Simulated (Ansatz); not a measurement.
Set up this calculation in Ansatz 0.2.0, as the native input.

```yaml
Task: relaxation of cell and atoms
Functional: LDA
Potentials_or_basis: Ansatz PAW
Cutoff: "420 eV (not typed: the program's choice for these potentials)"
k_mesh: 10 × 10 × 10
Occupations: fermi-dirac, width 0.05 eV
Spin: no spin polarisation
Hubbard_terms: Hf d U = 5 eV
Hubbard_projectors: ortho-atomic (the default)
Double_counting: fll (the default)
```

Crystal: HfC.

```
Hf C
1.0
     0.00000    2.32500    2.32500
     2.32500    0.00000    2.32500
     2.32500    2.32500    0.00000
Hf C
1 1
Direct
  0.50000 0.50000 0.50000
  0.00000 0.00000 0.00000
```

One way to write it, as run:

input.yaml

```yaml
crystal:
  lattice:
    - [0.0, 2.325, 2.325]
    - [2.325, 0.0, 2.325]
    - [2.325, 2.325, 0.0]
  atoms:
    - { symbol: Hf, position: [0.5, 0.5, 0.5] }
    - { symbol: C, position: [0.0, 0.0, 0.0] }
hamiltonian:
  xc: lda
  pseudopotentials: { kind: paw }
  hubbard: { sites: [{ species: Hf, l: d, u_eff: 5.0 }] }
kpoints:
  mp_grid: { grid: [10, 10, 10] }
scf:
  occupations: { method: fermi_dirac, width: 0.05 }
output:
  forces: true
  stress: true
  eigenvalues: true
relax:
  f_tol: 0.01
  max_steps: 40
  cell: { stress_tol: 0.05 }
```

Potentials or basis: Ansatz PAW.

The run is started by

```sh
$ ansatz run input.yaml --threads 2 --pin off --max-ram 5632MiB --backend cpu --events-out ev --progress --plain --runs-dir out
```

Results of the run:

```yaml
Relaxed_volume: 12.40 Å³/atom
Relaxed_cell: a = 3.273 Å, b = 3.273 Å, c = 3.273 Å, α = 60.00°, β = 60.00°, γ = 60.00°
Space_group_after_relaxing_to_0.05_Å: Fm-3m (No. 225)
Energy_gained_by_relaxing: 1.7 meV/atom
Ionic_steps: 6
Pressure_after_relaxing: 0.0 GPa
Band_gap_on_the_k_mesh: none (metal or under the smearing width)
```

Caveat: the plane-wave basis is chosen anew once the cell has moved, so the energies of steps on either side of that aren't comparable; the pressure holds a Pulay correction of +0.3 GPa for the finite cutoff; U without spin polarisation on a metal has little footing; the PAW data sets come from PBE, with cores solved anew for the run's functional, which leaves a small shift of forces and pressure; the U is typed as a test and isn't derived for this compound.

Wall time 6.7 s on 2 threads of Arm Neoverse V2, with other jobs on the host, peak memory 0.32 GiB.
